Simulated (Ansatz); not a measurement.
# FeS2: the cost of one run

Computed with Ansatz 0.2.0 (DFT PBE+U, PAW, plane waves, scalar-relativistic; U − J = 5.3 eV on Fe d, unless a step's input says otherwise).

## (1) The starting structure

The structure is orthorhombic, space group Pnnm (No. 58). Conventional cell: a = 4.447 Å, b = 5.429 Å, c = 3.385 Å, α = 90.00°, β = 90.00°, γ = 90.00°. Fe (site symmetry 2/m) is surrounded by 6 S at 2.24 to 2.25 Å. S (site symmetry m) has 1 S at 2.22 Å and 3 Fe at 2.24 to 2.25 Å as nearest neighbours.

Coordinates:

```cif
data_structure
_symmetry_space_group_name_H-M 'Pnnm'
_symmetry_Int_Tables_number 58
_cell_length_a 4.4474
_cell_length_b 5.4287
_cell_length_c 3.3852
_cell_angle_alpha 90.000
_cell_angle_beta 90.000
_cell_angle_gamma 90.000
_cell_volume 81.73
loop_
_atom_site_label
_atom_site_type_symbol
_atom_site_symmetry_multiplicity
_atom_site_Wyckoff_symbol
_atom_site_fract_x
_atom_site_fract_y
_atom_site_fract_z
_atom_site_occupancy
Fe1 Fe 2 a 0.00000 0.00000 0.00000 1
S1 S 4 g 0.19990 0.37804 0.00000 1
```

Labels such as S6 number the atoms in the order of the input file.

First come: parallel moments, plain SCF; opposed moments +-, plain SCF; no spin polarisation; spin on, no moments given (the program may seed its own), plain SCF. Further starts follow from what these give.

“Plain SCF” means no search for lower states. Ends within 0.2 meV/atom and 0.1 μB count as one state.

The total moment includes the space between the atomic spheres.

## (2) Parallel moments, plain SCF

input.yaml reads:

```yaml
crystal:
  lattice:
    - [4.4474, 0.0, 0.0]
    - [0.0, 5.4287, 0.0]
    - [0.0, 0.0, 3.3852]
  atoms:
    - { symbol: Fe, position: [0.0, 0.0, 0.0], spin: 4.0 }
    - { symbol: Fe, position: [0.5, 0.5, 0.5], spin: 4.0 }
    - { symbol: S, position: [0.1999, 0.37804, 0.0] }
    - { symbol: S, position: [0.8001, 0.62196, 0.0] }
    - { symbol: S, position: [0.6999, 0.12196, 0.5] }
    - { symbol: S, position: [0.3001, 0.87804, 0.5] }
magnetization:
  spin_polarized: true
hamiltonian:
  xc: pbe
  pseudopotentials: { kind: paw }
  hubbard: { sites: [{ species: Fe, l: d, u_eff: 5.3 }] }
basis:
  ecutwfc: 420
kpoints:
  mp_grid: { grid: [5, 4, 7] }
scf:
  occupations: { method: fermi_dirac, width: 0.05 }
  lower_state_search: "off"
output:
  forces: true
  stress: true
```

What time and memory should one allow on 2 threads of an x86-64 CPU, shared host?

About 18 s, with a peak of 0.59 GiB.
